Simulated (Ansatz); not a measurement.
# TiS2 (CdI2 type): a single-point run

Aim: a sound single-point run of TiS2 (CdI2 type). The structure is shown as the input types it.

Program: Ansatz 0.2.0. Level of theory: DFT r2SCAN, scalar-relativistic, plane waves, PAW. These are calculated values, not measurements.

1 further run of the same task is left out (it didn't finish). Runs told in other sessions of the task aren't counted.

**1. The starting structure**

Symmetry: P-3m1, No. 164, trigonal system. Conventional cell: a = 3.425 Å, b = 3.425 Å, c = 5.966 Å, α = 90.00°, β = 90.00°, γ = 120.00°. Ti (site symmetry -3m) has 6 S at 2.42 Å in its first shell of neighbours. S (site symmetry 3m) is surrounded by 3 Ti at 2.42 Å.

As a file:

```cif
data_structure
_symmetry_space_group_name_H-M 'P 1'
_symmetry_Int_Tables_number 1
_cell_length_a 3.4249
_cell_length_b 3.4249
_cell_length_c 5.9663
_cell_angle_alpha 90.000
_cell_angle_beta 90.000
_cell_angle_gamma 120.000
_cell_volume 60.61
loop_
_atom_site_label
_atom_site_type_symbol
_atom_site_fract_x
_atom_site_fract_y
_atom_site_fract_z
_atom_site_occupancy
Ti1 Ti 0.00000 0.00000 0.00000 1
S1 S 0.33333 0.66667 0.23493 1
S2 S 0.66667 0.33333 0.76507 1
```

**2. Input and run**

input.yaml reads:

```yaml
crystal:
  lattice:
    - [3.424941017489, -2.886750767612e-11, 0.0]
    - [-1.71247050872, 2.966085927624, 0.0]
    - [0.0, 0.0, 5.9663178022]
  atoms:
    - { symbol: Ti, position: [0.0, 0.0, 0.0] }
    - { symbol: S, position: [0.3333333333333, 0.6666666666667, 0.2349302421] }
    - { symbol: S, position: [0.6666666666667, 0.3333333333333, 0.7650697579] }
basis:
  ecutwfc: 500
  ecutrho_ratio: 4
kpoints:
  mp_grid: { grid: [1, 1, 1] }
hamiltonian:
  xc: r2scan
scf:
  occupations: { method: gaussian, width: 0.05 }
  max_iter: 80
output:
  forces: true
  stress: true
```

On the command line:

```sh
$ ansatz run input.yaml --threads 4 --pin off --max-ram 7168MiB --backend cpu --events-out ev --progress --plain --runs-dir out
```

The program printed:

```text
Warning: RAYON_NUM_THREADS=4 ignored (pool sized by the plan → 4); use --threads N
Engine: ansatz 0.2.0, aarch64-unknown-linux-gnu
Pseudopotentials: kind: paw
Pseudopotential: Ti, paw, valence charge 12, recommended cutoff 500 eV (meta_gga), Ti.paw.azcp
Pseudopotential: S, paw, valence charge 6, recommended cutoff 500 eV (meta_gga), S.paw.azcp
Functional definition: r2SCAN
  parameter k0 = 0.174
  parameter k1 = 0.065
  parameter a1 = 4.9479
  exchange = r2scan_x(k0 = k0, k1 = k1, a1 = a1)
  correlation = r2scan_c
Crystal: 3 atoms, lattice volume = 60.610 Å³
Basis set: ecut = 500 eV, 1581 PW (Γ), exchange–correlation on 100×100×180 points (64 copies of the dense FFT grid, shifted against one another)
Bands: 16, of which v1, the nominal top of the filled ones, is band 12 counted from 1 (11 counted from 0)
Symmetry: 12 space group operations
Space group: P-3m1 (ITA 164), of the structure as read, at distance tolerance 3.9e-5 Å
k-points: 1
Non-local potential: Ti, projectors of the file, l = 0: 3, l = 1: 2, l = 2: 3, l = 3: 1
Non-local potential: S, projectors of the file, l = 0: 2, l = 1: 2, l = 2: 2
PAW form: soft (Blöchl's): semilocal exchange-correlation on the pseudo side does not see the compensation charge
PAW frozen core: Ti, regenerated for the run's functional (the file was generated under x = pbe(κ = 0.804, μ = 0.2195149727645171), c = pbe(β = 0.06672455060314922))
PAW frozen core: S, regenerated for the run's functional (the file was generated under x = pbe(κ = 0.804, μ = 0.2195149727645171), c = pbe(β = 0.06672455060314922))
PAW one-centre angular grid: Ti, 590 points (default); XC on 160 Gauss nodes
PAW one-centre angular grid: S, 302 points (default); XC on 160 Gauss nodes
Initial density: superposition of atomic densities (neutral atoms: chi_scale 0, normalization atom), corrected by the library's trained network
Initial wavefunctions: pseudopotential atomic-orbital guess
Functional: x = r2scan, c = r2scan; τ floored in thin density (d = 2e-4 eV/Å³)
SCF iter   1: F=—  HF=-4310.511583 eV  |F-HF|=—  |Δ(HF+E_count)|=         —  Δρ=6.06e-2  dr2=2.64e0  dr2_τ=2.70e-1  ethr=1.77e-3  ⟨swp⟩=5.0  Hψ=83  notcnv=0
preconditioner: auto → none  [insulator: Δε(μ)=1.024 eV  Ē_g=6.697 eV  σ=0.050 eV  W_gap=1.00  n_scr=10 (ndim 8)  ℏωp=19.1 eV  f_vac=0.022  D(μ)=0.00/eV (n_scr^D=0)  ε∞_Penn≈9.1]
SCF iter   2: F=—  HF=-4313.169393 eV  |F-HF|=—  |Δ(HF+E_count)|=    2.66e0  Δρ=3.76e-1  dr2=1.52e2  dr2_τ=4.69e0  ethr=1.77e-3  ⟨swp⟩=3.0  Hψ=44  notcnv=0  recentre
preconditioner: auto → LDOS  [metal: Δε(μ)=0.019 eV  Ē_g=5.825 eV  σ=0.050 eV  W_gap=0.21  n_scr=10 (ndim 8)  ℏωp=19.1 eV  f_vac=0.025  D(μ)=43.59/eV (n_scr^D=1556)  β→1.0]
SCF iter   3: F=—  HF=-4310.636971 eV  |F-HF|=—  |Δ(HF+E_count)|=    2.53e0  Δρ=5.48e-2  dr2=2.22e0  dr2_τ=2.91e-2  ethr=1.77e-3  ⟨swp⟩=3.0  Hψ=40  notcnv=0
SCF iter   4: F=—  HF=-4310.549127 eV  |F-HF|=—  |Δ(HF+E_count)|=   8.78e-2  Δρ=4.35e-2  dr2=1.46e0  dr2_τ=4.12e-2  ethr=1.77e-3  ⟨swp⟩=2.0  Hψ=28  notcnv=0
SCF iter   5: F=—  HF=-4310.432226 eV  |F-HF|=—  |Δ(HF+E_count)|=   1.17e-1  Δρ=2.58e-2  dr2=6.16e-1  dr2_τ=1.78e-2  ethr=1.77e-3  ⟨swp⟩=2.0  Hψ=28  notcnv=0
SCF iter   6: F=—  HF=-4310.374740 eV  |F-HF|=—  |Δ(HF+E_count)|=   5.75e-2  Δρ=1.30e-2  dr2=1.59e-1  dr2_τ=4.12e-3  ethr=1.77e-3  ⟨swp⟩=2.0  Hψ=28  notcnv=0
SCF iter   7: F=—  HF=-4310.368258 eV  |F-HF|=—  |Δ(HF+E_count)|=   6.48e-3  Δρ=9.61e-3  dr2=1.00e-1  dr2_τ=2.66e-3  ethr=6.61e-4  ⟨swp⟩=2.0  Hψ=20  notcnv=0
SCF iter   8: F=—  HF=-4310.360243 eV  |F-HF|=—  |Δ(HF+E_count)|=   8.01e-3  Δρ=6.52e-3  dr2=4.09e-2  dr2_τ=1.20e-3  ethr=4.17e-4  ⟨swp⟩=2.0  Hψ=18  notcnv=0
SCF iter   9: F=—  HF=-4310.357589 eV  |F-HF|=—  |Δ(HF+E_count)|=   2.65e-3  Δρ=4.69e-3  dr2=2.33e-2  dr2_τ=6.41e-4  ethr=1.71e-4  ⟨swp⟩=2.0  Hψ=20  notcnv=0
SCF iter  10: F=—  HF=-4310.354178 eV  |F-HF|=—  |Δ(HF+E_count)|=   3.41e-3  Δρ=2.38e-4  dr2=6.55e-5  dr2_τ=1.06e-6  ethr=9.72e-5  ⟨swp⟩=2.0  Hψ=24  notcnv=0
SCF iter  11: F=—  HF=-4310.354244 eV  |F-HF|=—  |Δ(HF+E_count)|=   6.64e-5  Δρ=8.94e-5  dr2=3.51e-6  dr2_τ=4.94e-7  ethr=2.73e-7  ⟨swp⟩=3.0  Hψ=26  notcnv=0
SCF iter  12: F=—  HF=-4310.354243 eV  |F-HF|=—  |Δ(HF+E_count)|=   9.50e-7  Δρ=2.91e-5  dr2=2.75e-7  dr2_τ=4.40e-8  ethr=1.46e-8  ⟨swp⟩=3.0  Hψ=31  notcnv=0
SCF iter  13: F=-4310.354243 eV  HF=-4310.354243 eV  |F-HF|=5.13e-9  |Δ(HF+E_count)|=   5.83e-8  Δρ=5.71e-6  dr2=1.11e-8  dr2_τ=1.62e-9  ethr=4.17e-10  ⟨swp⟩=4.0  Hψ=52  notcnv=0
SCF 1 converged in 13 iterations: F = -4310.354243 eV  dr2 = 1.11e-8
SCF converged after 13 iterations
Free energy (F): -4310.354243 eV
Harris-Foulkes:  -4310.354243 eV  (|F-HF|=5.13e-9)
Internal energy: -4310.354243 eV  (E = F + TS)
E sigma→0 (E₀):  -4310.354243 eV
Fermi energy:    7.774534 eV
--- Per-component energies (eV) ---
  E_band       = -229.756385
  E_kinetic    = 511.593343
  E_local      = -1747.195779  (includes V_loc(G=0)·N_el)
  E_nonlocal   = 60.313446
  E_hartree    = 723.063029
  E_xc         = -282.382476
  E_vxc        = -330.333586  (∫ρ·V_xc dr)
  E_paw        = -2275.277959  (= ΣΔE_a)
  E_vpaw       = -189.007798  (= ΣTr[D̂ρ^β])
  E_aug_tail   = 0.000096  (compensation charges beyond the density's cutoff)
  E_vtau       = 18.748042  (kinetic-family band-sum trace: ∫τ·v_τ [+ j·A + Jᵃ·Aᵃ] dr)
  E_ewald      = -1299.994954
  E_core_change = -0.472991  (= ΣΔE_core)
  E_smearing   = -0.000000  (= −TS)
  E_closure    = 0.000000  (closes the sum)
  Σ components = -4310.354243   (vs F -4310.354243, Δ=0.00e0)
--- Forces (eV/Å), atoms counted from 1 ---
  atom   1  Ti    -0.00000000     0.00000000     0.00000000
  atom   2  S     -0.00000000    -0.00000000    -3.19874832
  atom   3  S      0.00000000     0.00000000     3.19874832
  max |Σ_I F_I| component: 4.74e-26 eV/Å
--- Stress (GPa, compression-positive) ---
       43.273087       0.000000       0.000000
        0.000000      43.273087       0.000000
        0.000000       0.000000       6.516961
  P = ⅓ Tr σ = 31.0210 GPa (310.210 kbar)
```

Run time: 0.92 s. Hardware: 4 threads of Arm Neoverse V1, shared host; peak memory 0.4 GiB.

**3. A second look at the input**

The program finished normally. It gives a pressure of 31 GPa and a largest force of 3.2 eV/Å, which is large; a structure far from rest gives such values too, whatever the setting.

Look at the input: kpoints.mp_grid.grid is [1, 1, 1]. Band dispersion is ignored when only one k-point is used.

The test: set kpoints.mp_grid.grid to [12, 12, 6].

**4. Second run, to compare**

Besides the cure, the input differs in scf.max_iter, kpoints.band_path, scf.n_extra_bands, output requests.

input.yaml reads:

```yaml
crystal:
  lattice:
    - [3.4249410175, 0.0, 0.0]
    - [-1.7124705087, 2.9660859276, 0.0]
    - [0.0, 0.0, 5.9663178022]
  atoms:
    - { symbol: Ti, position: [0.0, 0.0, 0.0] }
    - { symbol: S, position: [0.3333333333, 0.6666666667, 0.2349302421] }
    - { symbol: S, position: [0.6666666667, 0.3333333333, 0.7650697579] }
basis:
  ecutwfc: 500
  ecutrho_ratio: 4
kpoints:
  mp_grid: { grid: [12, 12, 6] }
  band_path:
    path:
      - [[0.0, 0.0, 0.0], [0.5, 0.0, 0.0], [0.33333333, 0.33333333, 0.0], [0.0, 0.0, 0.0], [0.0, 0.0, 0.5], [0.5, 0.0, 0.5], [0.33333333, 0.33333333, 0.5], [0.0, 0.0, 0.5]]
      - [[0.5, 0.0, 0.5], [0.5, 0.0, 0.0]]
      - [[0.33333333, 0.33333333, 0.5], [0.33333333, 0.33333333, 0.0]]
    npoints: 14
hamiltonian:
  xc: r2scan
scf:
  occupations: { method: gaussian, width: 0.05 }
  n_extra_bands: 12
output:
  forces: true
  stress: true
  eigenvalues: true
  populations: true
  dos: { projected: true, de: 0.02, nscf_kmesh: { grid: [18, 18, 9] } }
  bader: true
  write_density: true
  write_potential: true
  elf: true
  volumetric_format: npy
```

On the command line:

```sh
$ ansatz run input.yaml --threads 4 --pin off --max-ram 7168MiB --backend cpu --events-out ev --progress --plain --runs-dir out
```

From the output:

```text
[...]
Basis set: ecut = 500 eV, 1581 PW (Γ), exchange–correlation on 100×100×180 points (64 copies of the dense FFT grid, shifted against one another)
[...]
k-points: 100 of 864
[...]
SCF iter   1: F=—  HF=-4320.525060 eV  |F-HF|=—  |Δ(HF+E_count)|=         —  Δρ=2.09e-2  dr2=4.75e-1  dr2_τ=4.41e-2  ethr=1.77e-3  ⟨swp⟩=5.3  Hψ=12576  notcnv=0  defer=196
preconditioner: auto → none  [insulator: Δε(μ)=0.486 eV  Ē_g=12.441 eV  σ=0.050 eV  W_gap=1.00  n_scr=10 (ndim 8)  ℏωp=19.1 eV  f_vac=0.022  D(μ)=0.00/eV (n_scr^D=0)  ε∞_Penn≈3.4]
SCF iter   2: F=—  HF=-4320.906281 eV  |F-HF|=—  |Δ(HF+E_count)|=   3.81e-1  Δρ=5.55e-2  dr2=3.83e0  dr2_τ=1.33e-1  ethr=1.77e-3  ⟨swp⟩=2.3  Hψ=4724  notcnv=0  defer=700  recentre
[...]
SCF iter   7: F=—  HF=-4320.511366 eV  |F-HF|=—  |Δ(HF+E_count)|=   3.63e-6  Δρ=3.59e-5  dr2=1.31e-6  dr2_τ=4.45e-8  ethr=6.53e-8  ⟨swp⟩=2.5  Hψ=2874  notcnv=0  defer=700
SCF iter   8: F=-4320.511366 eV  HF=-4320.511366 eV  |F-HF|=2.08e-9  |Δ(HF+E_count)|=   1.14e-7  Δρ=3.99e-6  dr2=8.05e-9  dr2_τ=2.24e-9  ethr=4.17e-10  ⟨swp⟩=12.7  Hψ=16469  notcnv=0
[...]
SCF converged after 8 iterations
Free energy (F): -4320.511366 eV
[...]
E sigma→0 (E₀):  -4320.511365 eV
[...]
Fermi energy:    6.988726 eV
[...]
  P = ⅓ Tr σ = 0.0073 GPa (0.073 kbar)
[...]
```

Wall time 21 s (4 threads of Arm Neoverse V1, shared host); peak memory 0.64 GiB.

Density in a lattice plane of the grid's cell (edges 3.42 and 5.97 Å, at 0.000 of the third edge), which holds Ti.

Ten even steps from ' ' (0.01 e/Å³) to '@' (10.05 e/Å³):
```
%%##--..              ..--##
--::..                  ..::
                            
                            
                            
                            
                            
                            
                            
                            
                            
                            
                            
                            
                            
                            
                            
--::..                  ..::
%%##--..              ..--##
@@%%++..              ..++%%
```
Columns run along the first of these edges and rows up along the second, over one cell in 14 and 20 even steps from the bottom left corner. Atoms in the plane (fractional): Ti at (0.00, 0.00).

ELF in the same plane.

Ten even steps from ' ' (0.00) to '@' (0.80):
```
--++##==..::--==--::..==##++
####++::::++######++::::++##
::::..::++%%@@@@@@%%++::..::
    ..++%%@@@@@@@@@@%%++..  
  ..::**%%@@@@@@@@@@%%++::..
    ::++##@@@@@@@@@@##++::  
    ..--**%%%%@@%%%%**--..  
      ..--++******++--..    
          ..........        
                            
          ..........        
      ..--++******++--..    
    ..--**%%%%@@%%%%**--..  
    ::++##@@@@@@@@@@##++::  
  ..::++%%@@@@@@@@@@%%**::..
    ..++%%@@@@@@@@@@%%++..  
::::..::++%%@@@@@@%%++::..::
####++::::++######++::::++##
--++##==..::--==--::..==##++
  ::##++....::::::....++##::
```
Columns run along the first of these edges and rows up along the second, over one cell in 14 and 20 even steps from the bottom left corner. Atoms in the plane (fractional): Ti at (0.00, 0.00).

Both are smooth fields of the valence electrons: close to the nuclei they are not physical.

The highest ELF values outside the cores: 0.92 beside S, off the lines to its neighbours, 1.0 Å from S; 0.88 on the S–Ti line, 0.9 Å from S.

| run | ending | energy change | pressure (GPa) | gap (eV) | force (eV/Å) | cycles | time |
| --- | --- | --- | --- | --- | --- | --- | --- |
| first try | converged | +3.39 eV/atom | 31.0 | 0.42 | 3.20 | 13 | 0.92 s |
| second try | converged | 0 | 0.0 | 0.22 | 0.00 | 8 | 21 s |

**5. Summary of results**

| quantity | value |
| --- | --- |
| first try | converged, 13 SCF cycles |
| fault in the input | one k-point |
| second try | converged, 8 SCF cycles |
| energy (zero set by the potentials) | -4320.5114 eV |
| pressure | 0.01 GPa |
| gap on the mesh | 0.22 eV |
| largest force | 0.001 eV/Å |

**Reading.** Both runs converge, but the first lies +3.39 eV/atom from the second; in the second, the pressure goes from 31.0 to 0.0 GPa, the gap on the mesh goes from 0.42 to 0.22 eV, the largest force goes from 3.20 to 0.00 eV/Å. The second, on usual settings, is the one to trust of the two, though its own convergence isn't tested here.

These are semilocal Kohn-Sham gaps, which aren't the measured quantity. Such gaps usually fall short of the measured ones.
